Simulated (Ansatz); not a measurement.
Crystal: AlAu2.

```xyz
3
Lattice="-1.6715 1.6715 4.3991 1.6715 -1.6715 4.3991 1.6715 1.6715 -4.3991" Properties=species:S:1:pos:R:3 pbc="T T T"
Au    0.0000    0.0000    3.0242
Au    0.0000    0.0000    5.7740
Al    0.0000    0.0000    0.0000
```

The cell comes from a database or a generator and needn't be the stable form of this composition.

Base run:

* Program: Ansatz 0.2.0
* Functional: PBEsol
* Potentials or basis: all-electron LAPW, relativistic spinors
* Cutoff: 257 eV (chosen from the basis error)
* Basis error allowed: 0.002 eV/atom
* k mesh: 8 × 8 × 8
* Occupations: fermi-dirac, width 0.05 eV
* Spin: spin-orbit coupling, no magnetisation

Its results: pressure -3.4 GPa; largest force 0.037 eV/Å.

Question: The run is repeated on the same cell with these changes: potentials or basis from all-electron LAPW, relativistic spinors to all-electron LAPW, scalar-relativistic; spin from spin-orbit coupling, no magnetisation to no spin polarisation. What comes out?

Answer: Pressure -2.3 GPa; largest force 0.056 eV/Å.

Caveats: the k mesh is thin for a metal, which can move the energy by tens of meV per atom.
